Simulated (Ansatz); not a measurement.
# SiC (P6_3mc) in Ansatz: further runs

One crystal, SiC, is run at these levels: BLYP, revPBE; tasks: band structure.

Program: Ansatz 0.2.0. These are calculated values, not measurements. Logs are shortened: lines on timing, memory, paths and dates and some standing lists are left out, and cuts for length are marked.

### Step 1. Starting point

It takes space group P6_3mc (No. 186, hexagonal). The conventional cell has a = 3.076 Å, b = 3.076 Å, c = 10.071 Å, α = 90.00°, β = 90.00°, γ = 120.00°. Around Si (site symmetry 3m) lie 4 C at 1.88 to 1.89 Å. Si (site symmetry 3m) has 4 C at 1.88 to 1.89 Å as nearest neighbours. C (site symmetry 3m) has 4 Si at 1.88 to 1.89 Å as nearest neighbours. Around C (site symmetry 3m) lie 4 Si at 1.88 to 1.89 Å.

The cell is a database's computed one.

### Step 2. Band structure, BLYP

Input file input.yaml:

```yaml
crystal:
  lattice:
    - [3.0756941497, 0.0, 0.0]
    - [-1.5378470748, 2.6636292679, 0.0]
    - [0.0, 0.0, 10.07064648]
  atoms:
    - { symbol: Si, position: [0.0, 0.0, 0.18789438] }
    - { symbol: Si, position: [0.0, 0.0, 0.68789438] }
    - { symbol: Si, position: [0.3333333333, 0.6666666667, 0.43784198] }
    - { symbol: Si, position: [0.6666666667, 0.3333333333, 0.93784198] }
    - { symbol: C, position: [0.0, 0.0, 0.00046005] }
    - { symbol: C, position: [0.0, 0.0, 0.50046005] }
    - { symbol: C, position: [0.3333333333, 0.6666666667, 0.24980259] }
    - { symbol: C, position: [0.6666666667, 0.3333333333, 0.74980259] }
hamiltonian:
  xc: blyp
  pseudopotentials: { kind: paw }
kpoints:
  mp_grid: { grid: [10, 10, 3] }
  band_path:
    path:
      - [[0.0, 0.0, 0.0], [0.5, 0.0, 0.0], [0.3333333333, 0.3333333333, 0.0], [0.0, 0.0, 0.0], [0.0, 0.0, 0.5], [0.5, 0.0, 0.5], [0.3333333333, 0.3333333333, 0.5], [0.0, 0.0, 0.5]]
      - [[0.5, 0.0, 0.5], [0.5, 0.0, 0.0]]
      - [[0.3333333333, 0.3333333333, 0.0], [0.3333333333, 0.3333333333, 0.5]]
    npoints: 10
scf:
  occupations: { method: fermi_dirac, width: 0.05 }
  n_extra_bands: 20
output:
  forces: true
  stress: true
  eigenvalues: true
  fatbands: false
  write_density: true
  write_potential: true
  elf: true
  volumetric_format: npy
```

Potentials or basis: Ansatz PAW.

Run with:

```sh
ansatz run input.yaml --threads 4 --pin off --max-ram 11264MiB --backend cpu --events-out ev --progress --plain --runs-dir out
```

Log:

```text
Warning: RAYON_NUM_THREADS=4 ignored (pool sized by the plan → 4); use --threads N
scf.n_extra_bands = 20 over 16 filled bands (N_el = 32.0): the run solves 36 bands
Engine: ansatz 0.2.0, x86_64-unknown-linux-gnu
Pseudopotentials: kind: paw
Pseudopotential: Si, paw, valence charge 4, recommended cutoff 420 eV (normal), Si.paw.azcp
Pseudopotential: C, paw, valence charge 4, recommended cutoff 420 eV (normal), C.paw.azcp
Functional definition: BLYP
  parameter beta = 0.0042
  parameter a = 0.04918
  parameter b = 0.132
  parameter c = 0.2533
  parameter d = 0.349
  exchange = b88_x(beta = beta)
  correlation = lyp_c(a = a, b = b, c = c, d = d)
Crystal: 8 atoms, lattice volume = 82.504 Å³
Basis set: ecut = 420 eV, 1605 PW (Γ), exchange–correlation on 48×48×144 points (8 copies of the dense FFT grid, shifted against one another)
Bands: 36, of which v1, the nominal top of the filled ones, is band 16 counted from 1 (15 counted from 0)
Symmetry: 12 space group operations
Space group: P63mc (ITA 186), of the structure as read, at distance tolerance 4.4e-5 Å
k-points: 28 of 300 (time reversal used)
Non-local potential: Si, projectors of the file, l = 0: 2, l = 1: 2, l = 2: 2
Non-local potential: C, projectors of the file, l = 0: 2, l = 1: 2, l = 2: 1
PAW form: soft (Blöchl's): semilocal exchange-correlation on the pseudo side does not see the compensation charge
PAW frozen core: Si, regenerated for the run's functional, and the local potential with it (the file was generated under x = pbe(κ = 0.804, μ = 0.2195149727645171), c = pbe(β = 0.06672455060314922))
PAW frozen core: C, regenerated for the run's functional, and the local potential with it (the file was generated under x = pbe(κ = 0.804, μ = 0.2195149727645171), c = pbe(β = 0.06672455060314922))
PAW one-centre angular grid: Si, 110 points (default); XC on 64 Gauss nodes
PAW one-centre angular grid: C, 110 points (default); XC on 64 Gauss nodes
Initial density: superposition of atomic densities (neutral atoms: chi_scale 0, normalization atom), corrected by the library's trained network
Initial wavefunctions: pseudopotential atomic-orbital guess
Functional: x = b88, c = lyp
SCF iter   1: F=—  HF=-3566.129459 eV  |F-HF|=—  |Δ(HF+E_count)|=         —  Δρ=1.46e-2  dr2=1.77e-1  ethr=1.77e-3  ⟨swp⟩=5.1  Hψ=4820  notcnv=0  defer=177
preconditioner: auto → none  [insulator: Δε(μ)=2.689 eV  Ē_g=15.225 eV  σ=0.050 eV  W_gap=1.00  n_scr=6 (ndim 8)  ℏωp=23.1 eV  f_vac=0.000  D(μ)=0.00/eV (n_scr^D=0)  ε∞_Penn≈3.3]
SCF iter   2: F=—  HF=-3566.076159 eV  |F-HF|=—  |Δ(HF+E_count)|=   5.33e-2  Δρ=5.11e-3  dr2=2.25e-2  ethr=5.53e-4  ⟨swp⟩=2.4  Hψ=1454  notcnv=0  defer=380
SCF iter   3: F=—  HF=-3566.068425 eV  |F-HF|=—  |Δ(HF+E_count)|=   7.73e-3  Δρ=2.69e-4  dr2=3.44e-5  ethr=7.04e-5  ⟨swp⟩=2.0  Hψ=1146  notcnv=0  defer=396
SCF iter   4: F=—  HF=-3566.068525 eV  |F-HF|=—  |Δ(HF+E_count)|=   9.95e-5  Δρ=5.21e-5  dr2=1.52e-6  ethr=1.08e-7  ⟨swp⟩=2.0  Hψ=1073  notcnv=0  defer=396
SCF iter   5: F=—  HF=-3566.068526 eV  |F-HF|=—  |Δ(HF+E_count)|=   9.52e-7  Δρ=1.82e-5  dr2=6.79e-7  ethr=4.74e-9  ⟨swp⟩=2.0  Hψ=963  notcnv=0  defer=396
SCF iter   6: F=-3566.068526 eV  HF=-3566.068526 eV  |F-HF|=1.08e-9  |Δ(HF+E_count)|=   1.17e-7  Δρ=4.33e-6  dr2=1.38e-8  ethr=3.13e-10  ⟨swp⟩=13.5  Hψ=7795  notcnv=0
SCF 1 converged in 6 iterations: F = -3566.068526 eV  dr2 = 1.38e-8
NSCF: frozen V_eff on 93 k-points
SCF converged after 6 iterations
Free energy (F): -3566.068526 eV
Harris-Foulkes:  -3566.068526 eV  (|F-HF|=1.08e-9)
Internal energy: -3566.068526 eV  (E = F + TS)
E sigma→0 (E₀):  -3566.068526 eV
Fermi energy:    11.251798 eV
--- Per-component energies (eV) ---
  E_band       = 130.963109
  E_kinetic    = 549.703237
  E_local      = -434.597337  (includes V_loc(G=0)·N_el)
  E_nonlocal   = 214.847113
  E_hartree    = 134.341371
  E_xc         = -414.853432
  E_vxc        = -427.106644  (∫ρ·V_xc dr)
  E_paw        = -2476.052635  (= ΣΔE_a)
  E_vpaw       = -40.565400  (= ΣTr[D̂ρ^β])
  E_aug_tail   = 0.000059  (compensation charges beyond the density's cutoff)
  E_ewald      = -1139.521310
  E_core_change = 0.064409  (= ΣΔE_core)
  E_smearing   = -0.000000  (= −TS)
  E_closure    = 0.000000  (closes the sum)
  Σ components = -3566.068526   (vs F -3566.068526, Δ=0.00e0)
--- Forces (eV/Å), atoms counted from 1 ---
  atom   1  Si     0.00000000     0.00000000    -0.01227312
  atom   2  Si     0.00000000     0.00000000    -0.01227312
  atom   3  Si     0.00000000     0.00000000     0.00410626
  atom   4  Si     0.00000000    -0.00000000     0.00410626
  atom   5  C      0.00000000     0.00000000     0.00195875
  atom   6  C     -0.00000000     0.00000000     0.00195875
  atom   7  C     -0.00000000     0.00000000     0.00623623
  atom   8  C      0.00000000    -0.00000000     0.00623623
  max |Σ_I F_I| component: 5.62e-5 eV/Å
--- Stress (GPa, compression-positive) ---
        8.490211       0.000000       0.000000
        0.000000       8.490211      -0.000000
        0.000000      -0.000000       8.503609
  P = ⅓ Tr σ = 8.4947 GPa (84.947 kbar)
--- Band table (eV; the first three rows and the last of 28) ---
  k-point 0: bands = ["-5.3802", "-4.2117", "-4.1765", "-1.8657", "1.5220", "5.6824", "5.7241", "8.8075", "8.8075", "9.2644", "9.2644", "9.4016", "9.4016", "9.9270", "9.9777", "9.9777", "15.2259", "15.8084", "16.4428", "16.4629", "17.0741", "17.0741", "17.1394", "17.1394", "17.4940", "18.1833", "18.1833", "18.3968", "18.3968", "19.1005", "19.5632", "21.0174", "22.4055", "22.4055", "23.2334", "23.2334"]
  k-point 1: bands = ["-5.2453", "-4.8450", "-3.3333", "-2.3922", "2.2653", "3.8417", "7.6012", "8.8718", "8.8718", "9.0529", "9.0529", "9.2176", "9.6418", "9.6418", "9.8824", "9.8824", "15.3208", "15.5794", "16.7371", "16.8722", "17.1452", "17.1452", "17.1744", "17.1744", "17.4301", "18.1365", "18.1365", "18.2315", "18.2451", "18.2451", "20.1954", "20.7706", "22.8229", "22.8229", "23.3922", "23.3922"]
  k-point 2: bands = ["-5.2077", "-4.0452", "-4.0092", "-1.7202", "1.6770", "5.7271", "5.7714", "7.8997", "8.5001", "8.5341", "8.6778", "9.0751", "9.1673", "9.3570", "9.8124", "9.8985", "15.5732", "16.1381", "16.2704", "16.7422", "17.0239", "17.1107", "17.3142", "17.5253", "17.7126", "17.9811", "18.2459", "18.4619", "18.9926", "19.1503", "19.6647", "20.8053", "21.6639", "21.7294", "23.4479", "23.8465"]
  k-point 27: bands = ["-1.3224", "-1.1043", "-0.6113", "-0.5152", "2.5375", "2.8036", "2.8465", "3.3413", "4.3746", "4.5384", "5.3335", "5.6068", "6.5010", "7.3920", "7.6410", "7.9581", "13.6779", "13.8215", "15.8538", "16.6344", "16.8161", "17.5948", "18.7013", "18.9118", "19.9230", "20.0647", "20.2142", "20.8770", "21.0975", "21.1173", "21.6148", "22.0160", "22.7329", "23.1452", "23.6845", "23.7245"]
```

rho_z.tsv:

```text
# z_ang	rho[e/angstrom^3]
# format = ansatz-planar-average/11
# lattice	3.075694150	-0.000000000	0.000000000
# lattice	-1.537847075	2.663629268	0.000000000
# lattice	0.000000000	0.000000000	10.070646480
# sites	8
# site	14	0.000000000	0.000000000	1.892217877
# site	14	0.000000000	0.000000000	6.927541117
# site	14	0.000000000	1.775752845	4.409351795
# site	14	1.537847075	0.887876423	9.444675035
# site	6	0.000000000	0.000000000	0.004633001
# site	6	0.000000000	0.000000000	5.039956241
# site	6	0.000000000	1.775752845	2.515673574
# site	6	1.537847075	0.887876423	7.550996814
0.000000	6.163344e-1
0.139870	5.628752e-1
0.279740	4.918886e-1
0.419610	4.143926e-1
0.559480	3.413492e-1
0.699350	2.824459e-1
[... 64 lines left out ...]
9.790906	6.125753e-1
9.930776	6.371502e-1
```

It took 5.3 s on 4 threads of Intel Xeon at 2.70GHz, shared host; peak memory 0.49 GiB.

What came out:

```yaml
Free_energy: -3566.0685 eV
Pressure: 8.5 GPa
Largest_force: 0.012 eV/Å
Band_gap_on_the_k_mesh: 2.53 eV, indirect (least direct gap 3.64 eV)
Band_gap_along_the_path: 2.53 eV, indirect (least direct gap 3.64 eV)
```

Forces on the atoms (eV/Å):
```
Si   0.000  0.000 -0.012
Si   0.000  0.000 -0.012
Si   0.000  0.000  0.004
Si   0.000  0.000  0.004
C    0.000  0.000  0.002
C    0.000  0.000  0.002
C    0.000  0.000  0.006
C    0.000  0.000  0.006
```

Levels at the corners of the path, in eV from the valence-band top:
| point | band 14 | band 15 | band 16 | band 17 | band 18 | band 19 |
| --- | --- | --- | --- | --- | --- | --- |
| Γ | -0.05 | 0.00 | 0.00 | 5.25 | 5.83 | 6.47 |
| M | -2.18 | -1.54 | -1.11 | 2.53 | 2.65 | 4.48 |
| K | -2.78 | -2.78 | -1.65 | 4.25 | 4.25 | 5.39 |
| Γ | -0.05 | 0.00 | 0.00 | 5.25 | 5.83 | 6.47 |
| A | -0.20 | -0.20 | -0.20 | 5.46 | 5.46 | 6.94 |
| L | -2.42 | -1.53 | -1.53 | 2.93 | 2.93 | 4.45 |
| H | -2.69 | -2.39 | -2.39 | 3.54 | 3.54 | 6.85 |
| A | -0.20 | -0.20 | -0.20 | 5.46 | 5.46 | 6.94 |
| L | -2.42 | -1.53 | -1.53 | 2.93 | 2.93 | 4.45 |
| M | -2.18 | -1.54 | -1.11 | 2.53 | 2.65 | 4.48 |
| K | -2.78 | -2.78 | -1.65 | 4.25 | 4.25 | 5.39 |
| H | -2.69 | -2.39 | -2.39 | 3.54 | 3.54 | 6.85 |

Caveat: the pressure holds a Pulay correction of +0.4 GPa for the finite cutoff; the PAW data sets come from PBE, with cores solved anew for the run's functional, which leaves a small shift of forces and pressure. BLYP gaps usually lie below the measured ones, often by a third to a half.

### Step 3. Band structure, revPBE

input.yaml: that of step 2 with these lines changed.

```diff
@@ -15,3 +15,3 @@
 hamiltonian:
-  xc: blyp
+  xc: revpbe
   pseudopotentials: { kind: paw }
@@ -33,5 +33 @@
   fatbands: false
-  write_density: true
-  write_potential: true
-  elf: true
-  volumetric_format: npy
```

Potentials or basis: Ansatz PAW.

Run with:

```sh
ansatz run input.yaml --threads 4 --pin off --max-ram 11264MiB --backend cpu --events-out ev --progress --plain --runs-dir out
```

Run time: 5 s. Hardware: 4 threads of Intel Xeon at 2.70GHz, shared host; peak memory 0.46 GiB.

It converged, with:

* Free energy: -3561.0597 eV
* Pressure: 6.4 GPa
* Largest force: 0.010 eV/Å
* Band gap on the k mesh: 2.24 eV, indirect (least direct gap 3.36 eV)
* Band gap along the path: 2.24 eV, indirect (least direct gap 3.36 eV)

Forces in eV/Å, atoms in the order of the input:
```
Si   0.000  0.000  0.006
Si   0.000  0.000  0.006
Si   0.000  0.000 -0.010
Si   0.000  0.000 -0.010
C    0.000  0.000 -0.004
C    0.000  0.000 -0.004
C    0.000  0.000  0.007
C    0.000  0.000  0.007
```

Stress tensor (GPa, compression positive):
```
6.45 0.00 0.00
0.00 6.45 0.00
0.00 0.00 6.27
```

Levels at the corners of the path, in eV from the valence-band top:
| point | band 12 | band 13 | band 14 | band 15 | band 16 | band 17 | band 18 | band 19 | band 20 | band 21 |
| --- | --- | --- | --- | --- | --- | --- | --- | --- | --- | --- |
| Γ | -0.58 | -0.58 | -0.05 | 0.00 | 0.00 | 5.14 | 5.71 | 6.31 | 6.37 | 7.02 |
| M | -2.39 | -2.36 | -2.22 | -1.58 | -1.12 | 2.24 | 2.38 | 4.26 | 4.80 | 5.35 |
| K | -4.38 | -4.00 | -2.87 | -2.87 | -1.67 | 4.00 | 4.00 | 5.21 | 5.62 | 5.62 |
| Γ | -0.58 | -0.58 | -0.05 | 0.00 | 0.00 | 5.14 | 5.71 | 6.31 | 6.37 | 7.02 |
| A | -1.04 | -0.21 | -0.21 | -0.21 | -0.21 | 5.35 | 5.35 | 6.80 | 6.80 | 7.11 |
| L | -3.03 | -2.50 | -2.50 | -1.55 | -1.55 | 2.66 | 2.66 | 4.25 | 4.25 | 6.16 |
| H | -5.02 | -2.75 | -2.75 | -2.45 | -2.45 | 3.26 | 3.26 | 6.71 | 6.71 | 6.75 |
| A | -1.04 | -0.21 | -0.21 | -0.21 | -0.21 | 5.35 | 5.35 | 6.80 | 6.80 | 7.11 |
| L | -3.03 | -2.50 | -2.50 | -1.55 | -1.55 | 2.66 | 2.66 | 4.25 | 4.25 | 6.16 |
| M | -2.39 | -2.36 | -2.22 | -1.58 | -1.12 | 2.24 | 2.38 | 4.26 | 4.80 | 5.35 |
| K | -4.38 | -4.00 | -2.87 | -2.87 | -1.67 | 4.00 | 4.00 | 5.21 | 5.62 | 5.62 |
| H | -5.02 | -2.75 | -2.75 | -2.45 | -2.45 | 3.26 | 3.26 | 6.71 | 6.71 | 6.75 |

Caveat: the PAW data sets come from PBE, with cores solved anew for the run's functional, which leaves a small shift of forces and pressure.
